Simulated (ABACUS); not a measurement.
# GaN (P6_3mc) in ABACUS: notebook

The runs below take GaN through single point, relaxation of cell and atoms, with rSCAN.

All numbers are computed with ABACUS 3.10.1; they aren't measurements. Logs are shortened: lines on timing, memory, paths and dates and some standing lists are left out, and cuts for length are marked.

**What was measured.**

“Studying electronic properties in GaN without electrical contacts using γ-γ vs e−-γ Perturbed Angular Correlations”, 2019, pmc:6823545 quotes, for a bulk crystal of GaN: band gap 3.503 ± 0.005 eV (direct).

The results are compared with them further down.

## (1) The crystal as given

The structure is hexagonal, space group P6_3mc (No. 186). The conventional cell has a = 3.180 Å, b = 3.180 Å, c = 5.166 Å, α = 90.00°, β = 90.00°, γ = 120.00°. Ga (site symmetry 3m) is surrounded by 4 N at 1.94 to 1.95 Å. Around N (site symmetry 3m) lie 4 Ga at 1.94 to 1.95 Å.

## (2) Single point, rSCAN

Contents of run_abacus.py:

```python
"""ABACUS run from a structure file: ASE reads it, the script writes STRU, KPT and INPUT."""
import re
import subprocess
import spglib
from ase import Atoms
from ase.io import read
from ase.units import Bohr

atoms = read("GaN.cif")
cell, frac, numbers = spglib.standardize_cell((atoms.cell[:], atoms.get_scaled_positions(), atoms.numbers), to_primitive=True, symprec=1e-4)
atoms = Atoms(numbers=numbers, cell=cell, scaled_positions=frac, pbc=True)  # the primitive cell
atoms = atoms[(-atoms.numbers).argsort(kind="stable")]  # ABACUS lists atoms element by element
pseudo = {'Ga': 'Ga_ONCV_PBE-1.2.upf', 'N': 'N_ONCV_PBE-1.2.upf'}
orbital = {}
magmoms = None
kmesh = [6, 6, 3]
params = {
    'suffix': 'GaN',
    'calculation': 'scf',
    'basis_type': 'pw',
    'pseudo_dir': './',
    'symmetry': 1,
    'dft_functional': 'MGGA_X_RSCAN+MGGA_C_RSCAN',
    'ecutwfc': 97,
    'pseudo_rcut': 10,
    'nspin': 1,
    'nbands': 28,
    'ks_solver': 'dav',
    'smearing_method': 'fd',
    'smearing_sigma': 0.00367493,
    'scf_thr': 1e-08,
    'scf_nmax': 100,
    'mixing_type': 'broyden',
    'mixing_beta': 0.7,
    'cal_force': 1,
    'cal_stress': 1,
    'mixing_tau': 1,
    'out_chg': 1,
    'kpar': 4,
}

symbols = atoms.get_chemical_symbols()
elements = list(dict.fromkeys(symbols))
lines = ["ATOMIC_SPECIES"] + [f"{e} {atoms.get_masses()[symbols.index(e)]:.4f} {pseudo[e]}" for e in elements]
if orbital:
    lines += ["", "NUMERICAL_ORBITAL"] + [orbital[e] for e in elements]
lines += ["", "LATTICE_CONSTANT", f"{1 / Bohr:.10f}", "", "LATTICE_VECTORS"]
lines += [" ".join(f"{x:.10f}" for x in v) for v in atoms.cell]
lines += ["", "ATOMIC_POSITIONS", "Direct"]
for e in elements:
    lines += ["", e, "0.0", str(symbols.count(e))]
    for i, p in enumerate(atoms.get_scaled_positions(wrap=False)):
        if symbols[i] == e:
            mag = "" if magmoms is None else " mag " + " ".join(str(x) for x in (magmoms[i] if isinstance(magmoms[i], list) else [magmoms[i]]))
            lines.append(" ".join(f"{x:.10f}" for x in p) + " 1 1 1" + mag)
open("STRU", "w").write("\n".join(lines) + "\n")
open("KPT", "w").write("K_POINTS\n0\nGamma\n%d %d %d 0 0 0\n" % tuple(kmesh))
open("INPUT", "w").write("INPUT_PARAMETERS\n" + "".join(f"{k:<20s}{v}\n" for k, v in params.items()))

done = subprocess.run(['mpirun', '-np', '4', 'abacus'])
if done.returncode:
    raise SystemExit(done.returncode)
log = open("OUT.GaN/running_scf.log").read()
print("final energy (eV):", re.findall(r"FINAL_ETOT_IS (\S+)", log))
```

Contents of GaN.cif:

```cif
data_GaN
_cell_length_a 3.18000000
_cell_length_b 3.18000000
_cell_length_c 5.16600000
_cell_angle_alpha 90.00000000
_cell_angle_beta 90.00000000
_cell_angle_gamma 120.00000000
_space_group_name_H-M_alt 'P6_3mc'
_space_group_name_Hall 'P 6c -2c'
_space_group_IT_number 186
loop_
_space_group_symop_operation_xyz
'x,y,z'
'x-y,x,z+1/2'
'-y,x-y,z'
'-x,-y,z+1/2'
'-x+y,-x,z'
'y,-x+y,z+1/2'
'y,x,z+1/2'
'x,x-y,z'
'x-y,-y,z+1/2'
'-y,-x,z'
'-x,-x+y,z+1/2'
'-x+y,y,z'
loop_
_atom_site_label
_atom_site_type_symbol
_atom_site_symmetry_multiplicity
_atom_site_Wyckoff_symbol
_atom_site_fract_x
_atom_site_fract_y
_atom_site_fract_z
_atom_site_occupancy
Ga1 Ga 2 b 0.6666666667 0.3333333333 0.5000000000 1
N1 N 2 b 0.6666666667 0.3333333333 0.8750000000 1
```

Potentials or basis: SG15 ONCV 1.2 PBE, plane waves.

Launch:

```console
OMP_NUM_THREADS=1 python run_abacus.py > log
```

running log:

```text
ABACUS v3.10.1

               Atomic-orbital Based Ab-initio Computation at UStc

 ------------------------------------------------------------------------------------

 READING GENERAL INFORMATION
                           global_out_dir = OUT.GaN/
                           global_in_card = INPUT
                               pseudo_dir = ./
                              orbital_dir =
                                    DSIZE = 4
                                    GSIZE = 1

 READING UNITCELL INFORMATION
                                    ntype = 2
                  lattice constant (Bohr) = 1.88973
              lattice constant (Angstrom) = 1

 READING ATOM TYPE 1
                               atom label = Ga
                      L=0, number of zeta = 1
                      L=1, number of zeta = 1
                      L=2, number of zeta = 1
             number of atom for this type = 2

 READING ATOM TYPE 2
                               atom label = N
                      L=0, number of zeta = 1
                      L=1, number of zeta = 1
                      L=2, number of zeta = 1
             number of atom for this type = 2

                        TOTAL ATOM NUMBER = 4
DIRECT COORDINATES
    atom                   x                   y                   z     mag                  vx                  vy                  vz
taud_Ga1            0.6666666667        0.3333333333        0.5000000000  0.0000        0.0000000000        0.0000000000        0.0000000000
taud_Ga2            0.3333333333        0.6666666667        0.0000000000  0.0000        0.0000000000        0.0000000000        0.0000000000
taud_N1            0.6666666667        0.3333333333        0.8750000000  0.0000        0.0000000000        0.0000000000        0.0000000000
taud_N2            0.3333333333        0.6666666667        0.3750000000  0.0000        0.0000000000        0.0000000000        0.0000000000

                          Volume (Bohr^3) = 305.306
                             Volume (A^3) = 45.2417

 Lattice vectors: (Cartesian coordinate: in unit of a_0)
                +3.18                  +0                  +0
                -1.59            +2.75396                  +0
                   +0                  +0              +5.166
 Reciprocal vectors: (Cartesian coordinate: in unit of 2 pi/a_0)
            +0.314465           +0.181557                  -0
                   -0           +0.363113                  -0
                   +0                  -0           +0.193573
 The esolver type has been set to : ksdft_pw

                PAO radial cut off (Bohr) = 10

 Read in pseudopotential file is Ga_ONCV_PBE-1.2.upf
                     pseudopotential type = NC
          exchange-correlation functional = PBE
                 nonlocal core correction = 0
                        valence electrons = 13
                                     lmax = 2
                           number of zeta = 0
                     number of projectors = 6
                           L of projector = 0
                           L of projector = 0
                           L of projector = 1
                           L of projector = 1
                           L of projector = 2
                           L of projector = 2
 XC functional updated to : MGGA_X_RSCAN+MGGA_C_RSCAN
          exchange-correlation functional = MGGA_X_RSCAN+MGGA_C_RSCAN
                PAO radial cut off (Bohr) = 10

 Read in pseudopotential file is N_ONCV_PBE-1.2.upf
                     pseudopotential type = NC
          exchange-correlation functional = PBE
                 nonlocal core correction = 0
                        valence electrons = 5
                                     lmax = 1
                           number of zeta = 0
                     number of projectors = 4
                           L of projector = 0
                           L of projector = 0
                           L of projector = 1
                           L of projector = 1
 XC functional updated to : MGGA_X_RSCAN+MGGA_C_RSCAN
          exchange-correlation functional = MGGA_X_RSCAN+MGGA_C_RSCAN
     initial pseudo atomic orbital number = 0

 SETUP THE ELECTRONS NUMBER
            electron number of element Ga = 13
      total electron number of element Ga = 26
             electron number of element N = 5
       total electron number of element N = 10
            AUTOSET number of electrons:  = 36
                           occupied bands = 18
                                   NBANDS = 28
                                   NLOCAL = 36

%%%%%%%%%%%%%%%%%%%%%%%%%%%%%%%%%%%%%%%%%%%%%%%%%%%%%%%%%%%%%%%%%%%%%%%%%%%%%%%%%%%%%%%%%%%%%%%%%%%%%%%%%%
 Warning: the number of valence electrons in pseudopotential > 3 for Ga: [Ar] 3d10 4s2 4p1
 Pseudopotentials with additional electrons can yield (more) accurate outcomes, but may be less efficient.
[... 71 lines left out ...]
                                       S1 = 6
                                       S3 = 0
                                       S4 = 0
                                       S6 = 0
               POINT GROUP IN SPACE GROUP = C_6v

 SETUP K-POINTS
                                    nspin = 1
                   Input type of k points = Monkhorst-Pack(Gamma)
                                   nkstot = 108
                       right hand lattice = 1
(for reciprocal lattice: )
                             BRAVAIS TYPE = 4
                     BRAVAIS LATTICE NAME = 04. Hexagonal cell
                                    ibrav = 4
                       right hand lattice = 1
(for k-lattice: )
                             BRAVAIS TYPE = 4
                     BRAVAIS LATTICE NAME = 04. Hexagonal cell
                                    ibrav = 4
                       right hand lattice = 1
                        ROTATION MATRICES = 24
                               nkstot_ibz = 14
K-POINTS REDUCTION ACCORDING TO SYMMETRY
     IBZ    DIRECT_X    DIRECT_Y    DIRECT_Z  WEIGHT  ibz2bz
       1  0.00000000  0.00000000  0.00000000  0.0093       0
       2 -0.16666667  0.16666667  0.00000000  0.0556       1
       3 -0.33333333  0.33333333  0.00000000  0.0556       2
       4  0.50000000  0.50000000  0.00000000  0.0278       3
       5 -0.16666667  0.33333333  0.00000000  0.0556       7
       6  0.50000000  0.33333333  0.00000000  0.1111       8
       7  0.33333333  0.33333333  0.00000000  0.0185      14
       8  0.00000000  0.00000000  0.33333333  0.0185      36
       9 -0.16666667  0.16666667  0.33333333  0.1111      37
      10 -0.33333333  0.33333333  0.33333333  0.1111      38
      11  0.50000000  0.50000000  0.33333333  0.0556      39
      12 -0.16666667  0.33333333  0.33333333  0.1111      43
      13  0.50000000  0.33333333  0.33333333  0.2222      44
      14  0.33333333  0.33333333  0.33333333  0.0370      50

                               nkstot now = 14
[... K-POINTS DIRECT COORDINATES: 14 rows ...]

           k-point number in this process = 4
       minimum distributed K point number = 3
[... stars of the k points ...]

[... K-POINTS CARTESIAN COORDINATES: 4 rows ...]

[... K-POINTS DIRECT COORDINATES: 4 rows ...]

 SETUP PLANE WAVES FOR WAVE FUNCTIONS
     energy cutoff for wavefunc (unit:Ry) = 97
              fft grid for wave functions = [ 40, 40, 64 ]
                    number of plane waves = 6693
                         number of sticks = 301

 PARALLEL PW FOR WAVE FUNCTIONS
     PROC   COLUMNS(POT)             PW
        1            301           6693
 --------------- sum -------------------
        1            301           6693

 SETUP NONLOCAL PSEUDOPOTENTIALS IN PLANE WAVE BASIS
 Ga non-local projectors:
 projector 1 L=0
 projector 2 L=0
 projector 3 L=1
 projector 4 L=1
 projector 5 L=2
 projector 6 L=2
 N non-local projectors:
 projector 1 L=0
 projector 2 L=0
 projector 3 L=1
 projector 4 L=1
      TOTAL NUMBER OF NONLOCAL PROJECTORS = 52

 Init Non-Local PseudoPotential table :
 Init Non-Local-Pseudopotential done.

                                     npwx = 4936

 -------------------------------------------
 SELF-CONSISTENT
 -------------------------------------------
                                 init_chg = atomic

 PW ALGORITHM --------------- ION=   1  ELEC=   1--------------------------------

 Density error is 0.893441769367
                          Error Threshold = 0.01
----------------------------------------------------------
     Energy           Rydberg                 eV
----------------------------------------------------------
 E_KohnSham     -299.8729486730      -4079.9807780138
 E_Harris       -300.2837441355      -4085.5699370172
 E_Fermi        0.7183153456         9.7731816611
----------------------------------------------------------
[... 75 lines left out ...]
 Density error is 1.08580845164e-09
                          Error Threshold = 1.26650649026e-10
----------------------------------------------------------
     Energy           Rydberg                 eV
----------------------------------------------------------
 E_KohnSham     -300.3605069936      -4086.6143492818
 E_KS(sigma->0) -300.3605069936      -4086.6143492818
 E_Harris       -300.3606913312      -4086.6168573230
 E_band         1.2218238101         16.6237657697
 E_one_elec     -106.2785126498      -1445.9933470019
 E_Hartree      84.2790901633        1146.6758484767
 E_xc           -44.3541362851       -603.4689833454
 E_Ewald        -234.0069482221      -3183.8278674111
 E_entropy(-TS) -0.0000000000        -0.0000000001
 E_descf        0.0000000000         0.0000000000
 E_exx          0.0000000000         0.0000000000
 E_Fermi        0.8614756593         11.7209776545
----------------------------------------------------------

 charge density convergence is achieved
 final etot is -4086.6143493 eV
 EFERMI = 11.720977655 eV

 STATE ENERGY(eV) AND OCCUPATIONS    NSPIN == 1
 1/4 kpoint (Cartesian) = 0.0000 0.0000 0.0000 (4915 pws)
       1       -6.44641      0.0185185
       2       -5.28445      0.0185185
       3       -2.89063      0.0185185
       4       -2.86747      0.0185185
       5       -2.86747      0.0185185
       6       -2.79157      0.0185185
[... 110 lines left out ...]
      27        25.5009        0.00000
      28        28.3137        0.00000

------------------------------------------------------------------------------------------
 TOTAL-FORCE (eV/Angstrom)
------------------------------------------------------------------------------------------
                       Ga1         0.0000000000         0.0000000000        -0.1324990206
                       Ga2         0.0000000000         0.0000000000        -0.1324990206
                        N1         0.0000000000         0.0000000000         0.1324990206
                        N2         0.0000000000         0.0000000000         0.1324990206
------------------------------------------------------------------------------------------

----------------------------------------------------------------
 TOTAL-STRESS (KBAR)
----------------------------------------------------------------
       -25.1075341220        -0.0000000000         0.0000000000
         0.0000000000       -25.1075341226         0.0000000000
        -0.0000000000        -0.0000000000        -3.6552491709
----------------------------------------------------------------
 TOTAL-PRESSURE: -17.956772 KBAR

 --------------------------------------------
 !FINAL_ETOT_IS -4086.6143492818077902 eV
 --------------------------------------------
```

Wall time 71 s (4 MPI ranks of Intel Xeon Platinum 8259CL at 2.50GHz (Skylake/Cascade Lake), shared host); peak memory 0.52 GiB.

Results:

* Free energy: -4086.6143 eV
* Pressure: -1.8 GPa
* Largest force: 0.132 eV/Å
* Band gap on the k mesh: 2.13 eV, direct

Forces in eV/Å, atoms in the order of the input:
```
Ga   0.000  0.000 -0.132
Ga   0.000  0.000 -0.132
N    0.000  0.000  0.132
N    0.000  0.000  0.132
```

Caveat: the potentials were made for another functional, which shifts forces and pressure.

## (3) Relaxation of cell and atoms, rSCAN

Contents of INPUT:

```
INPUT_PARAMETERS
suffix              GaN
calculation         cell-relax
basis_type          pw
pseudo_dir          ./
symmetry            1
dft_functional      MGGA_X_RSCAN+MGGA_C_RSCAN
ecutwfc             97
pseudo_rcut         10
nspin               1
nbands              22
ks_solver           dav
smearing_method     fd
smearing_sigma      0.00367493
scf_thr             1e-08
scf_nmax            100
mixing_type         broyden
mixing_beta         0.7
cal_force           1
cal_stress          1
mixing_tau          1
relax_nmax          60
force_thr_ev        0.005
relax_method        cg
out_stru            1
stress_thr          0.2
kpar                4
```

Contents of STRU:

```
ATOMIC_SPECIES
Ga 69.7230 Ga_ONCV_PBE-1.2.upf
N 14.0070 N_ONCV_PBE-1.2.upf

LATTICE_CONSTANT
6.0093290763

LATTICE_VECTORS
1.0000000000 0.0000000000 0.0000000000
-0.5000000000 0.8660254038 0.0000000000
0.0000000000 0.0000000000 1.6245283019

ATOMIC_POSITIONS
Cartesian

Ga
0.0
2
0.5000000000 0.2886751346 0.8122641509 1 1 1
-0.0000000001 0.5773502692 0.0000000000 1 1 1

N
0.0
2
0.5000000000 0.2886751346 1.4214622642 1 1 1
-0.0000000001 0.5773502692 0.6091981132 1 1 1
```

Contents of KPT:

```
K_POINTS
0
Gamma
6 6 3 0 0 0
```

Potentials or basis: SG15 ONCV 1.2 PBE, plane waves.

Launch:

```console
OMP_NUM_THREADS=1 mpirun -np 4 abacus > log
```

Run time: 6.4 min. Hardware: 4 MPI ranks of Intel Xeon Platinum 8259CL at 2.50GHz (Skylake/Cascade Lake), shared host; peak memory 0.52 GiB.

Results (log left out):

```yaml
Free_energy: -4086.6184 eV
Relaxed_volume: 11.20 Å³/atom
Relaxed_cell: a = 3.166 Å, b = 3.166 Å, c = 5.163 Å, α = 90.00°, β = 90.00°, γ = 120.00°
Space_group_after_relaxing_to_0.05_Å: P6_3mc (No. 186)
Energy_gained_by_relaxing: 1.0 meV/atom
Ionic_steps: 14
Pressure_after_relaxing: 0.0 GPa
Largest_force_after_relaxing: 0.004 eV/Å
Band_gap_on_the_k_mesh: 2.20 eV, direct
```

Forces on the atoms (eV/Å):
```
Ga   0.000  0.000 -0.004
Ga   0.000  0.000 -0.004
N    0.000  0.000  0.004
N    0.000  0.000  0.004
```

The path:
```csv
step,energy change (eV),largest force (eV/Å),pressure (GPa),volume (Å³)
1,0.0000,0.1319,-1.79,45.24
2,0.0002,0.1318,1.92,44.39
3,-0.0040,0.0031,-0.01,44.82
4,-0.0040,0.0046,0.02,44.81
5,-0.0040,0.0087,0.00,44.81
6,-0.0040,0.0168,0.00,44.81
7,-0.0040,0.0273,0.00,44.81
8,-0.0040,0.0175,0.00,44.81
9,-0.0040,0.0027,0.00,44.81
10,-0.0040,0.0060,0.00,44.81
11,-0.0040,0.0052,0.00,44.81
12,-0.0040,0.0087,0.00,44.81
13,-0.0040,0.0077,0.00,44.81
14,-0.0040,0.0038,0.00,44.81
```

Final structure:
```xyz
4
Lattice="3.1659 0.0000 0.0000 -1.5830 2.7418 0.0000 0.0000 0.0000 5.1627" Properties=species:S:1:pos:R:3 pbc="T T T"
Ga    1.5830    0.9139    2.5783
Ga    0.0000    1.8279    5.1596
N     1.5830    0.9139    4.5204
N     0.0000    1.8279    1.9391
```

Levels at points of the mesh, in eV from the valence-band top:
| k point | band 16 | band 17 | band 18 | band 19 | band 20 | band 21 |
| --- | --- | --- | --- | --- | --- | --- |
| (0.00, 0.00, 0.00) | -0.06 | 0.00 | 0.00 | 2.20 | 4.67 | 10.03 |
| (0.50, 0.50, 0.00) | -2.96 | -2.33 | -1.10 | 5.53 | 6.04 | 6.57 |

Caveat: the potentials were made for another functional, which shifts forces and pressure.

## (4) Comparison with measurements

Step 2. A measured gap of GaN is 3.503 eV (direct; quoted in “Studying electronic properties in GaN without electrical contacts using γ-γ vs e−-γ Perturbed Angular Correlations”, 2019, pmc:6823545); the calculated 2.13 eV misses it by -1.37 eV. Spin-orbit coupling on Ga is left out. The value is that of rSCAN, without temperature or zero-point motion.
